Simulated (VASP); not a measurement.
A run of VASP 6.6.1 is set up as follows.

Contents of INCAR:

```
SYSTEM = SnGe2
PREC = Accurate ; ENCUT = 520
EDIFF = 1E-7 ; ISMEAR = 0
SIGMA = 0.05 ; LREAL = .FALSE.
LASPH = .TRUE. ; NELM = 100
ALGO = Normal ; ISIF = 2
LWAVE = .FALSE. ; LCHARG = .FALSE.
GGA = PS ; NBANDS = 28
```

File KPOINTS:

```
Automatic mesh
0
G
  6 6 6
  0 0 0
```

File POSCAR:

```
SnGe2
1.0
    0.0000000000      3.2141089486      3.2141089486
    3.2141089486      0.0000000000      3.2141089486
    3.2141089486      3.2141089486      0.0000000000
Sn Ge
1 2
Direct
    0.0000000000      0.0000000000      0.0000000000
    0.2500000000      0.2500000000      0.2500000000
    0.7500000000      0.7500000000      0.7500000000
```

Potentials or basis: VASP PAW PBE potentials, release 64 (Sn_d, Ge_d).

Run with:

```bash
$ cat potpaw_PBE.64/Sn_d/POTCAR potpaw_PBE.64/Ge_d/POTCAR > POTCAR
$ mpirun -np 1 vasp_std > vasp.out
```

**Question.** What does it give for the band gap on the k mesh?

**Answer.** None (metal or under the smearing width).

**Question.** What does it give for the pressure?

**Answer.** 8.3 GPa.

Caveat: the PAW data sets were made with another functional, which shifts forces and pressure a little.
